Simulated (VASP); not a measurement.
# C (Fd-3m) in VASP: a series of runs

Runs on C. Level: PBE. Tasks: relaxation of cell and atoms.

Program: VASP 6.6.1. These are calculated values, not measurements. Logs are shortened: lines on timing, memory, paths and dates and some standing lists are left out, and cuts for length are marked.

## 1. Starting point

Symmetry: Fd-3m, No. 227, cubic system. Conventional cell: a = 3.567 Å, b = 3.567 Å, c = 3.567 Å, α = 90.00°, β = 90.00°, γ = 90.00°. C (site symmetry -43m) is surrounded by 4 C at 1.54 Å.

This isn't the form of C at room conditions, which is graphite.

## 2. Relaxation of cell and atoms, PBE

Input file INCAR:

```
PREC = Accurate
ENCUT = 520
EDIFF = 1E-7
ISMEAR = 0
SIGMA = 0.02
LREAL = F
LASPH = T
NELM = 80
ALGO = Normal
ISIF = 3
LWAVE = F
LCHARG = F
GGA = PE
IBRION = 2
NSW = 80
EDIFFG = -0.002
KPAR = 4
```

Input file KPOINTS:

```
regular mesh
0
Gamma
  14 14 14
```

Input file POSCAR:

```
C
1.0
    0.0000000000      1.7833700000      1.7833700000
    1.7833700000      0.0000000000      1.7833700000
    1.7833700000      1.7833700000      0.0000000000
C
2
Direct
    0.0000000000      0.0000000000      0.0000000000
    0.2500000000      0.2500000000      0.2500000000
```

Potentials or basis: VASP PAW PBE potentials, release 64 (C).

On the command line:

```
$ cat potpaw_PBE.64/C/POTCAR > POTCAR
$ mpirun -np 4 vasp_std > vasp.out
```

OUTCAR:

```text
PREC = Accurate
   ENCUT = 520
   EDIFF = 1E-7
   ISMEAR = 0
   LREAL = F
   LASPH = T
   NELM = 80
   ISIF = 3
   GGA = PE
   IBRION = 2
   NSW = 80
   EDIFFG = -0.002

 ion  position               nearest neighbor table
   1  0.000  0.000  0.000-   2 1.54   2 1.54   2 1.54   2 1.54
   2  0.250  0.250  0.250-   1 1.54   1 1.54   1 1.54   1 1.54

  LATTYP: Found a face centered cubic cell.
 ALAT       =     3.5667400000

  Lattice vectors:

 A1 = (   0.0000000000,   1.7833700000,   1.7833700000)
 A2 = (   1.7833700000,   0.0000000000,   1.7833700000)
 A3 = (   1.7833700000,   1.7833700000,   0.0000000000)

Analysis of symmetry for initial positions (statically):
=====================================================================
 Subroutine PRICEL returns:
 Original cell was already a primitive cell.

 Routine SETGRP: Setting up the symmetry group for a
 face centered cubic supercell.

 Subroutine GETGRP returns: Found 48 space group operations
 (whereof 24 operations were pure point group operations)
 out of a pool of 48 trial point group operations.

The static configuration has the point symmetry T_d .
 The point group associated with its full space group is O_h .

Analysis of symmetry for dynamics (positions and initial velocities):
=====================================================================
 Subroutine PRICEL returns:
 Original cell was already a primitive cell.

 Routine SETGRP: Setting up the symmetry group for a
 face centered cubic supercell.

 Subroutine GETGRP returns: Found 48 space group operations
 (whereof 24 operations were pure point group operations)
 out of a pool of 48 trial point group operations.

The dynamic configuration has the point symmetry T_d .
 The point group associated with its full space group is O_h .

 Subroutine INISYM returns: Found 48 space group operations
 (whereof 24 operations are pure point group operations),
 and found     1 'primitive' translations

----------------------------------------------------------------------------------------

                                     Primitive cell

  volume of cell :      11.3437

  direct lattice vectors                    reciprocal lattice vectors
     0.000000000  1.783370000  1.783370000    -0.280368067  0.280368067  0.280368067
     1.783370000  0.000000000  1.783370000     0.280368067 -0.280368067  0.280368067
     1.783370000  1.783370000  0.000000000     0.280368067  0.280368067 -0.280368067

  length of vectors
     2.522066041  2.522066041  2.522066041     0.485611737  0.485611737  0.485611737
[... 100 lines left out ...]
     AMIX     =   0.40;   BMIX     =  1.00
     AMIX_MAG =   1.60;   BMIX_MAG =  1.00
  volume/ion in A,a.u.               =       5.67        38.28
  Fermi-wavevector in a.u.,A,eV,Ry     =   1.457203  2.753714 28.891161  2.123440
  Thomas-Fermi vector in A             =   2.574032
   LORBIT       =      0    0 simple, 1 ext, 2 COOP (PROOUT), +10 PAW based schemes
   GGA     = PE    functional components
   LHFCALC =     F    Hartree Fock is set to
   AEXX    =    0.0000 exact exchange contribution
   IVDW    =     0    specifies the selected vdW correction
   LEPSILON=     F    determine dielectric tensor
   LRPA    =     F    only Hartree local field effects (RPA)
 conjugate gradient relaxation of ions
 non-spin polarized calculation
 Gauss-broadening in eV      SIGMA  =   0.02
  energy-cutoff  :      520.00
  volume of cell :       11.34
 maximum number of plane-waves:       316
   NGX =  9   NGY =  9   NGZ =  9

--------------------------------------- Ionic step        1  -------------------------------------------

 number of electron       7.9999999 magnetization

 Free energy of the ion-electron system (eV)
  ---------------------------------------------------
  ext. energy  EPLUGINS =         0.00000000
  ---------------------------------------------------
  free energy    TOTEN  =       -18.18526904 eV

  energy without entropy =      -18.18526904  energy(sigma->0) =      -18.18526904

------------------------ aborting loop because EDIFF is reached ----------------------------------------

  FORCE on cell =-STRESS in cart. coord.  units (eV):
  Direction    XX          YY          ZZ          XY          YZ          ZX
  --------------------------------------------------------------------------------------
  -------------------------------------------------------------------------------------
  Total        0.1739383      0.1739383      0.1739383      0.0000000      0.0000000      0.0000000
  in kB       24.5669637     24.5669637     24.5669637      0.0000000      0.0000000      0.0000000
  external PRESSURE =      24.5669637 kB  Pullay stress =       0.0000000 kB
[... 59 lines left out ...]
--------------------------------------- Ionic step        3  -------------------------------------------

 number of electron       7.9999999 magnetization

 Free energy of the ion-electron system (eV)
  ---------------------------------------------------
  ext. energy  EPLUGINS =         0.00000000
  ---------------------------------------------------
  free energy    TOTEN  =       -18.18575485 eV

  energy without entropy =      -18.18575485  energy(sigma->0) =      -18.18575485

 E-fermi :   9.8348     XC(G=0): -13.2227

 val. band max:        9.6490824521   @ k =   0.0000   0.0000   0.0000
 cond. band min:      13.7659572421   @ k =   0.3571   0.3571   0.0000
 fundamental gap:      4.1168747900
 Fermi energy:         9.8347945464

 k-point     1 :       0.0000    0.0000    0.0000
  band No.  band energies     occupation
      1     -11.7530      2.00000
      2       9.6491      2.00000
      3       9.6491      2.00000
      4       9.6491      2.00000
      5      15.2234      0.00000
      6      15.2234      0.00000
      7      15.2234      0.00000
      8      22.8527      0.00000
[... 243 lines left out ...]
 k-point    24 :       0.2857    0.1429    0.0000
  band No.  band energies     occupation
      1      -9.7091      2.00000
      2       3.6532      2.00000
      3       6.3504      2.00000
      4       7.0623      2.00000
      5      15.5451      0.00000
      6      19.5693      0.00000
      7      19.6806      0.00000
      8      21.9823      0.00000

 [... further k-points ...]

------------------------ aborting loop because EDIFF is reached ----------------------------------------

  FORCE on cell =-STRESS in cart. coord.  units (eV):
  Direction    XX          YY          ZZ          XY          YZ          ZX
  --------------------------------------------------------------------------------------
  -------------------------------------------------------------------------------------
  Total        0.0007255      0.0007255      0.0007255     -0.0000000     -0.0000000      0.0000000
  in kB        0.1018932      0.1018932      0.1018932     -0.0000000     -0.0000000      0.0000000
  external PRESSURE =       0.1018932 kB  Pullay stress =       0.0000000 kB
[... 17 lines left out ...]
  FREE ENERGIE OF THE ION-ELECTRON SYSTEM (eV)
  ---------------------------------------------------
  free  energy   TOTEN  =       -18.1857548466 eV

  energy  without entropy=      -18.1857548466  energy(sigma->0) =      -18.18575485

 reached required accuracy - stopping structural energy minimisation
```

It took 4.6 s on 4 MPI ranks of Intel Xeon Platinum 8488C (Sapphire Rapids), shared host; peak memory 0.12 GiB.

What came out:

```yaml
Free_energy: -18.1858 eV
Relaxed_volume: 5.70 Å³/atom
Relaxed_cell: a = 2.527 Å, b = 2.527 Å, c = 2.527 Å, α = 60.00°, β = 60.00°, γ = 60.00°
Space_group_after_relaxing_to_0.05_Å: Fd-3m (No. 227)
Energy_gained_by_relaxing: 0.2 meV/atom
Ionic_steps: 3
Pressure_after_relaxing: 0.0 GPa
Band_gap_on_the_k_mesh: 4.12 eV, indirect (least direct gap 5.57 eV)
```

The path:
| step | energy change (eV) | largest force (eV/Å) | pressure (GPa) | volume (Å³) |
| --- | --- | --- | --- | --- |
| 1 | 0.0000 | 0.0000 | 2.46 | 11.34 |
| 2 | 0.0003 | 0.0000 | -2.96 | 11.49 |
| 3 | -0.0005 | 0.0000 | 0.01 | 11.41 |

Final structure:
```
C
1.0
     0.00000    1.78671    1.78671
     1.78671    0.00000    1.78671
     1.78671    1.78671    0.00000
C
2
Cartesian
  0.0000 0.0000 0.0000
  0.8934 0.8934 0.8934
```

A k mesh can miss the band edges. PBE usually gives volumes a little too large and moduli too small.

## 3. Relaxation of cell and atoms, PBE

This run uses another cell than the first one, of 5.70 Å³/atom, 1.006 times its volume.

INCAR is that of step 2.

KPOINTS is that of step 2.

Input file POSCAR:

```
C                                       
1.0
   -0.0000000000      1.7867095160      1.7867095160
    1.7867095160      0.0000000000      1.7867095160
    1.7867095160      1.7867095160      0.0000000000
  C             
     2
Direct
     0.0000000000000000    0.0000000000000000    0.0000000000000000
     0.2500000000000000    0.2500000000000000    0.2500000000000000
```

Potentials or basis: VASP PAW PBE potentials, release 64 (C).

On the command line:

```
$ cat potpaw_PBE.64/C/POTCAR > POTCAR
$ mpirun -np 4 vasp_std > vasp.out
```

It took 2.9 s on 4 MPI ranks of Intel Xeon Platinum 8488C (Sapphire Rapids), shared host; peak memory 0.11 GiB.

The run converged. Its results:

- Free energy: -18.1858 eV
- Pressure after relaxing: 0.0 GPa
- Band gap on the k mesh: 4.12 eV, indirect (least direct gap 5.57 eV)

Final structure:
```
CELL_PARAMETERS angstrom
0.00000 1.78671 1.78671
1.78671 0.00000 1.78671
1.78671 1.78671 0.00000
ATOMIC_POSITIONS crystal
C 0.00000 0.00000 0.00000
C 0.25000 0.25000 0.25000
```

Levels at points of the mesh, in eV from the valence-band top:
```
           k point  band 1  band 2  band 3  band 4  band 5  band 6  band 7  band 8
(0.00, 0.00, 0.00)  -21.40    0.00    0.00    0.00    5.57    5.57    5.57   13.20
(0.50, 0.00, 0.00)  -15.66  -13.31   -2.79   -2.79    8.44    8.44    8.77   15.65
(0.50, 0.50, 0.00)  -12.72  -12.72   -6.26   -6.26    4.75    4.75   16.72   16.72
```

Caveat: the relaxation stopped at its first step, so nothing moved. A k mesh can miss the band edges.
